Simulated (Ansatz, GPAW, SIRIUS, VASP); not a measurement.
Equation of state of CdF2 under PBEsol

The structure is cubic, space group Fm-3m (No. 225). The conventional cell has a = 5.388 Å, b = 5.388 Å, c = 5.388 Å, α = 90.00°, β = 90.00°, γ = 90.00°. Around Cd (site symmetry m-3m) lie 8 F at 2.33 Å. F (site symmetry -43m) is surrounded by 4 Cd at 2.33 Å.

The cell was scaled at fixed shape and fractions and run with VASP, PBE PAW files Cd, F, 520 eV; PBEsol, k mesh 9 × 9 × 9 on the cell of 3 atoms, fermi-dirac occupations of 0.05 eV, no spin polarisation, no spin-orbit coupling. The potentials were made for PBE. Energies are those that the program minimises, any entropy of the smearing included.

```tsv
V (Å³/atom)	energy over the lowest row (meV/atom)
12.2526	22.857
12.5133	10.776
12.7740	3.300
13.0347	0.000
13.2954	?
13.5561	3.901
13.8168	10.412
```

Question: Fit the third-order Birch-Murnaghan form, give V0, B0 and B′, and predict the energy left open.

Answer: With y = (V0/V)^(2/3), E = E0 + (9 V0 B0/16) [(y - 1)³ B′ + (y - 1)² (6 - 4y)]. Least squares through the rows shown give V0 = 13.1389 Å³/atom, E0 = -0.300 meV, B0 = 108.3 GPa (1 eV/Å³ = 160.218 GPa) and B′ = 4.88, with a largest miss of 0.020 meV. At V = 13.2954 the form with these constants gives 0.316 meV; the run gave 0.314 meV an atom. Other set-ups at this level, from all their volumes (Å³/atom, GPa): GPAW, PAW data sets generated for this functional: V0 12.972, B0 109.7; Ansatz, all-electron LAPW, scalar-relativistic: V0 13.005, B0 108.5; SIRIUS, all-electron FP-LAPW, apw+lo standard: V0 12.987, B0 108.8.
